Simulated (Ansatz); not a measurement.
## BN: phonons across the zone

Level of theory: Ansatz, DFT PBE, scalar-relativistic, plane waves, PAW. Plane waves to 420 eV; Γ-centred k mesh 12×12×6; fixed occupations. No spin polarisation. Phonons by linear response, acoustic sum rule imposed.

Equilibrium structure at this level:
```
CELL_PARAMETERS angstrom
2.55453 0.00000 0.00000
-1.27726 2.21229 0.00000
0.00000 0.00000 4.22453
ATOMIC_POSITIONS crystal
B 0.33333 0.66667 0.31269
B 0.66667 0.33333 0.81269
N 0.66667 0.33333 0.18731
N 0.33333 0.66667 0.68731
```

The cell has the wurtzite type, in a space group that the Crystallography Open Database lists for this formula; it was reached from a generator's guess. The q mesh is coarse, so values between its points are rough.

Force constants from linear response on a 3×3×2 q mesh.

(1) Is the structure dynamically stable on the q mesh?

(2) Give the frequencies (cm⁻¹) at the zone-boundary points of high symmetry (interpolated where a point lies off the q mesh).

## Answers

(1) Yes, on this mesh: no mode is imaginary.

(2)
| point | q | frequencies |
| --- | --- | --- |
| M | 0.500 0.000 0.000 | 489 591 707 814 866 873 878 928 962 998 1075 1106 |
| K | 0.333 0.333 0.000 | 725 725 757 783 783 897 932 932 953 992 992 1026 |
| A | 0.000 0.000 0.500 | 340 340 340 340 625 625 992 992 992 992 1210 1210 |
| L | 0.500 0.000 0.500 | 597 597 624 624 875 875 921 921 1002 1002 1131 1131 |
| H | 0.333 0.333 0.500 | 593 593 820 820 874 874 910 910 997 997 1036 1036 |
